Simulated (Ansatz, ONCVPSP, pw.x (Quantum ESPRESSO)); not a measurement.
# beryllium: one change to the ONCV potential, in the atom and in the bcc crystal

Be, optimised norm-conserving Vanderbilt (ONCV), made with ONCVPSP 4.0.1 (PBE, scalar-relativistic). Core [He], reference 2s2. Waves: 2s: rc 2.20 bohr, ncon 4, nbas 8, qcut 3.3 1/bohr, 2 projectors, debl 1.2 Ha; p scattering state at 0.47 Ha: rc 2.10 bohr, ncon 3, nbas 7, qcut 3.6 1/bohr, 2 projectors, debl 3.4 Ha; d scattering state at 0.37 Ha: rc 2.15 bohr, ncon 3, nbas 6, qcut 4.2 1/bohr, 2 projectors, debl 3.5 Ha. Local part: polynomial inside 1.70 bohr (lpopt 5, dvloc0 0 Ha). Core correction: polynomial model core, fcfact 0.3.

In the p channel the program set the typed energies aside and used 0.050, 3.450 Ha.

Change: core correction polynomial model core, fcfact 1.08.

Cutoffs, loose and tight: the cutoffs (Ha) at which the residual kinetic energy of the hardest occupied pseudo-wave falls to 1 and 0.1 mHa per electron. They do not see the model core or the augmentation charge, which bear on the density cutoff. Test errors are all-electron minus pseudo excitation energies from the reference, over the configurations 2s1; 2s1.5; 2s1 2p1; 2s0 2p1; variants that change the core or the reference have their own tests.

Crystal test: bcc Be in pw.x 7.5, no spin, 18³ k-points, Fermi–Dirac smearing 0.01 Ry, cutoffs set for each file from its atomic test. The reference is all-electron LAPW (Ansatz 0.2.0) with the same functional, mesh and smearing; V0 and B0 come from Birch–Murnaghan fits to the pressures at five volumes. Errors are pseudo minus all-electron; Δ is the rms difference of the E(V) curves that follow from these fits, minima aligned, over ±6 % about the mean V0. Mesh and smearing are coarse, so the numbers serve the comparison and aren't converged zero-temperature values; the lattice is a test structure that the element need not adopt.

All-electron: a0 = 2.501 Å (V0 = 7.82 Å³/atom), B0 = 122.0 GPa.

Does the change bring the crystal closer to the all-electron result?

The mean pressure error goes from -7.04 to -5.97 GPa, so the change moves the solid closer to the all-electron pressures. Neither pressure curve crosses zero within the volumes sampled, so no fits are given.

| quantity | base | changed |
| --- | --- | --- |
| outcome (atom) | generated, projector energies reset by the program | generated, projector energies reset by the program |
| cutoff, loose (atom) | 4.2 Ha | 4.2 Ha |
| cutoff, tight (atom) | 10 Ha | 10 Ha |
| bound ghosts (atom) | none | none |
| largest test error (meV) (atom) | -43 | -45 |
| cutoffs in pw.x (Ry) | 50/200 | 50/200 |
| mean pressure error (GPa) | -7.04 | -5.97 |

Base: The largest radius (2.20 bohr) exceeds half the bond length (2.05 bohr), so the spheres overlap, which is one possible source of error among others. This is a poor potential for the solid. The cutoffs count occupied waves only; projector 2 of the p channel, the hardest unoccupied one, needs 47 Ha at the loose tolerance. Changed file: The largest radius (2.20 bohr) exceeds half the bond length (2.05 bohr), so the spheres overlap, which is one possible source of error among others. This is a poor potential for the solid. The free energy does not fall steadily as the cutoff rises, most likely since the density grid, which shrinks with it, is too coarse for the model core; the lower cutoffs are not converged. The cutoffs count occupied waves only; projector 2 of the p channel, the hardest unoccupied one, needs 47 Ha at the loose tolerance.
